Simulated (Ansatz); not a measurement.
## AlAs: relaxed-ion elastic tensor

Computed with Ansatz 0.2.0, DFT HSE06, scalar-relativistic, plane waves, PAW. Plane waves to 420 eV; Γ-centred k mesh 6×6×6; fixed occupations. No spin polarisation.

The cell is fixed (symmetry leaves no force on the atoms) and stands under -0.1 GPa:
```yaml
crystal:
  lattice:
    - [0.00000, 2.84240, 2.84240]
    - [2.84240, 0.00000, 2.84240]
    - [2.84240, 2.84240, 0.00000]
  atoms:
    - { symbol: Al, position: [0.00000, 0.00000, 0.00000] }
    - { symbol: As, position: [0.25000, 0.25000, 0.25000] }
```

The cell is the ideal cubic zincblende prototype.

Task: Give the relaxed-ion elastic constants (GPa, Voigt order xx yy zz yz xz xy, on the axes of the cell above).

Result:
```
116.5  55.0  55.0   0.0   0.0   0.0
 55.0 116.5  55.0   0.0   0.0   0.0
 55.0  55.0 116.5   0.0   0.0   0.0
  0.0   0.0   0.0  57.2   0.0   0.0
  0.0   0.0   0.0   0.0  57.2   0.0
  0.0   0.0   0.0   0.0   0.0  57.2
```

Task: Is the crystal stable against homogeneous strain?

Result: Yes: the least eigenvalue of the tensor is 57.2 GPa.

Task: And the moduli of a polycrystal (Hill averages)?

Result: B = 76 GPa, G = 45 GPa, E = 112 GPa, ν = 0.25.

Cost: 1 run of about 22 core-minutes, on AMD EPYC 9R45 (Zen 5) (shared hosts).